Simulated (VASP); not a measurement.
## VASP 6.6.1 run: PbSe

INCAR

```
ISIF = 2
LCHARG = .FALSE.
LREAL = .FALSE.
EDIFF = 1E-7
NELM = 77
NSW = 0
LWAVE = .FALSE.
GGA = PE
IBRION = -1
PREC = Medium
ISMEAR = -1
SIGMA = 0.02
NBANDS = 17
LASPH = .TRUE.
ENCUT = 520
```

KPOINTS

```
KPOINTS created by Atomic Simulation Environment
0
Gamma
8 8 8
0 0 0
```

POSCAR

```
Pb Se
 1.0000000000000000
     0.1247068600000000    3.1207480130000000    3.1207480130000000
     3.1207480130000000    0.1247068600000000    3.1207480130000000
     3.1207480130000000    3.1207480130000000    0.1247068600000000
 Pb  Se
   1   1
Cartesian
  0.0000000000000000  0.0000000000000000  0.0000000000000000
  3.1831014430000000  3.1831014430000000  3.1831014430000000
```

The recommended PBE PAW datasets give the neutral cell 20 valence electrons.

Command

```
mpirun -np 1 vasp_std
```

OSZICAR

```
N       E                     dE             d eps       ncg     rms          rms(c)
DAV:   1     0.157417449987E+03    0.15742E+03   -0.95863E+03  2226   0.120E+03
DAV:   2     0.316401130174E+01   -0.15425E+03   -0.14893E+03  2371   0.310E+02
DAV:   3    -0.818037060684E+01   -0.11344E+02   -0.11243E+02  2847   0.891E+01
DAV:   4    -0.844265219927E+01   -0.26228E+00   -0.26203E+00  2772   0.151E+01
DAV:   5    -0.845153222635E+01   -0.88800E-02   -0.88794E-02  3165   0.271E+00    0.278E+00
DAV:   6    -0.816243776287E+01    0.28909E+00   -0.71471E-01  3358   0.580E+00    0.158E+00
DAV:   7    -0.815751420816E+01    0.49236E-02   -0.12042E-01  2731   0.167E+00    0.861E-01
DAV:   8    -0.816073102296E+01   -0.32168E-02   -0.12531E-02  2650   0.122E+00    0.149E-01
DAV:   9    -0.816035632868E+01    0.37469E-03   -0.24963E-03  3444   0.491E-01    0.500E-02
DAV:  10    -0.816041940543E+01   -0.63077E-04   -0.20921E-04  2509   0.836E-02    0.194E-02
DAV:  11    -0.816042599295E+01   -0.65875E-05   -0.62544E-05  2922   0.788E-02    0.873E-03
DAV:  12    -0.816042600942E+01   -0.16469E-07   -0.35366E-06  2828   0.131E-02    0.255E-03
DAV:  13    -0.816042601156E+01   -0.21462E-08   -0.16759E-07  2484   0.393E-03
   1 F= -.81604260E+01 E0= -.81603511E+01  d E =-.149808E-03
```

Standard output (part)

```
POSCAR found type information on POSCAR PbSe
 POSCAR found :  2 types and       2 ions
 LDA part: xc-table for (Slater+PW92), standard interpolation
 POSCAR, INCAR and KPOINTS ok, starting setup
 WAVECAR not read
 entering main loop
```

From OUTCAR

```
k-points           NKPTS =     65   k-points in BZ     NKDIM =     65   number of bands    NBANDS=     17

   NELECT =      20.0000    total number of electrons

   dimension x,y,z NGX =    28 NGY =   28 NGZ =   28
   dimension x,y,z NGXF=    30 NGYF=   30 NGZF=   30

  energy-cutoff  :      520.00
  volume of cell :       57.14
      direct lattice vectors                 reciprocal lattice vectors
     0.124706860  3.120748013  3.120748013    -0.170156023  0.163617764  0.163617764
     3.120748013  0.124706860  3.120748013     0.163617764 -0.170156023  0.163617764
     3.120748013  3.120748013  0.124706860     0.163617764  0.163617764 -0.170156023

 k-points in reciprocal lattice and weights: KPOINTS created by Atomic Simulation Env
   0.00000000  0.00000000  0.00000000       0.002
   0.12500000  0.00000000 -0.00000000       0.012
   0.25000000  0.00000000 -0.00000000       0.012
   0.37500000  0.00000000  0.00000000       0.012
   0.50000000  0.00000000 -0.00000000       0.006
   0.12500000  0.12500000  0.00000000       0.012
   0.25000000  0.12500000  0.00000000       0.023
   0.37500000  0.12500000 -0.00000000       0.023
   ...

 E-fermi :   5.2231

 k-point     1 :       0.0000    0.0000    0.0000
  band No.  band energies     occupation
      1     -11.7514      2.00000
      2     -11.7514      2.00000
      3     -11.7378      2.00000
      4     -11.7282      2.00000
      5     -11.7282      2.00000
      6      -8.5050      2.00000
      7      -1.2209      2.00000
      8       2.8874      2.00000
      9       3.3954      2.00000
     10       3.3954      2.00000
     11       9.8125      0.00000
     12       9.8125      0.00000
     13       9.9023      0.00000
     14      11.1538      0.00000
     15      11.8948      0.00000
     16      11.8948      0.00000
     17      13.3308      0.00000

 k-point     2 :       0.1250    0.0000   -0.0000
  band No.  band energies     occupation
      1     -11.7532      2.00000
      2     -11.7457      2.00000
      3     -11.7349      2.00000
      4     -11.7312      2.00000
      5     -11.7285      2.00000
      6      -8.3829      2.00000
      7      -1.5918      2.00000
      8       2.9805      2.00000
      9       3.4198      2.00000
     10       3.5907      2.00000
     11       8.7101      0.00000
     12       9.1372      0.00000
     13       9.1708      0.00000
     14      11.4807      0.00000
     15      11.5924      0.00000
     16      12.2670      0.00000
     17      14.4882      0.00000

 k-point     3 :       0.2500    0.0000   -0.0000
  band No.  band energies     occupation
      1     -11.7597      2.00000
      2     -11.7415      2.00000
      3     -11.7363      2.00000
      4     -11.7290      2.00000
      5     -11.7188      2.00000
      6      -8.0477      2.00000
      7      -2.4291      2.00000
      8       3.1584      2.00000
      9       3.4979      2.00000
     10       4.0479      2.00000
     11       7.1567      0.00000
     12       7.9701      0.00000
     13       8.0192      0.00000
     14      11.6144      0.00000
     15      12.4783      0.00000
     16      13.2053      0.00000
     17      16.4335      0.00000

 ...

  Total        0.8887352      0.8887352      0.8887352     -0.2488702     -0.2488702     -0.2488702
  in kB       24.9176432     24.9176432     24.9176432     -6.9776220     -6.9776220     -6.9776220
  external PRESSURE =      24.9176432 kB  Pullay stress =       0.0000000 kB

 POSITION                                       TOTAL-FORCE (eV/Angst)
 -----------------------------------------------------------------------------------
      0.00000      0.00000      0.00000         0.000000     -0.000000     -0.000000
      3.18310      3.18310      3.18310        -0.000000      0.000000      0.000000
 -----------------------------------------------------------------------------------
    total drift:                               -0.000000      0.000000      0.000000

  FREE ENERGIE OF THE ION-ELECTRON SYSTEM (eV)
  ---------------------------------------------------
  free  energy   TOTEN  =        -8.1604260116 eV

  energy  without entropy=       -8.1602762035  energy(sigma->0) =       -8.16035111
```

It converged. Results: gap between bands v and c on the k mesh -0.13 eV (bands overlap: a metal); least direct gap on the k mesh 0.22 eV; pressure 2.5 GPa. Band v is the last that the valence electrons fill when counted band by band, and c is the next.

For comparison, a separate PBE run of the intended cell, on usual settings and not on those above, gives a gap of -0.13 eV on its mesh and a pressure of 2.5 GPa.

The run above took about 38 s on one core of a shared host (Intel Xeon Platinum 8488C) and held 0.17 GiB at most.
